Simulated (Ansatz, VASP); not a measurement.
**Two plane-wave programs on PtS2**

The input INCAR:

```
SYSTEM = PtS2
ALGO = Normal
EDIFF = 1E-7
ENCUT = 520
ISIF = 2
ISMEAR = -1
LASPH = .True.
LCHARG = .True.
LELF = .True.
LREAL = .False.
LVHAR = .True.
LWAVE = .False.
NBANDS = 18
NELM = 100
PREC = Accurate
SIGMA = 0.05
```

KPOINTS

```
k-points
0
Gamma
  9 9 5
  0 0 0
```

The input POSCAR:

```
PtS2
1.0
    3.5666655845      0.0000000000      0.0000000000
   -1.7833327923      3.0888230030      0.0000000000
    0.0000000000      0.0000000000      5.0721705089
Pt S
1 2
Direct
    0.0000000000      0.0000000000      0.0000000000
    0.6666666667      0.3333333333      0.7730000000
    0.3333333333      0.6666666667      0.2270000000
```

Contents of input.yaml:

```yaml
crystal:
  lattice:
    - [3.5666655845, 0.0, 0.0]
    - [-1.7833327923, 3.088823003, 0.0]
    - [0.0, 0.0, 5.0721705089]
  atoms:
    - { symbol: Pt, position: [0.0, 0.0, 0.0] }
    - { symbol: S, position: [0.6666666667, 0.3333333333, 0.773] }
    - { symbol: S, position: [0.3333333333, 0.6666666667, 0.227] }
hamiltonian:
  xc: lda
  pseudopotentials: { kind: paw }
kpoints:
  mp_grid: { grid: [9, 9, 5] }
scf:
  occupations: { method: fermi_dirac, width: 0.05 }
output:
  forces: true
  stress: true
  eigenvalues: true
```

Alike in both runs: task single point; functional LDA; k mesh 9 × 9 × 5; occupations fermi-dirac, width 0.05 eV; no spin polarisation.

|  | VASP | Ansatz |
| --- | --- | --- |
| version | VASP 6.6.1 | Ansatz 0.2.0 |
| potentials or method | VASP PAW LDA potentials, release 64 (Pt, S) | Ansatz PAW |
| plane-wave cutoff (eV) | 520 | 420 |
| valence electrons in the cell | 22 | 30 |

```tsv
	VASP	Ansatz	Ansatz less VASP
gap on the k mesh at the Fermi level (eV)	0.89	0.88	-0.009
least direct gap on the mesh (eV)	0.94	0.93	-0.006
pressure (GPa)	0.4	0.5	+0.05
largest component of the traceless stress (GPa)	0.73	0.72	-0.019
rms of the force components (eV/Å)	0.242	0.241	-0.0002
```

Atom by atom the forces differ by 0.000 eV/Å (rms over components). The two sets of potentials don't hold the same shells in valence.

Caveats: spin-orbit coupling is left out, which moves the levels of the heavy elements; an odd mesh through Γ misses points on the zone boundary, where band edges often lie (VASP); odd divisions of the mesh miss points on the zone boundary, where band edges often lie, so the gap on the mesh can be too wide (Ansatz); the PAW data sets come from PBE, with cores solved anew for the run's functional, which leaves a small shift of forces and pressure (Ansatz). As with any semilocal functional, this LDA gap is likely too small.
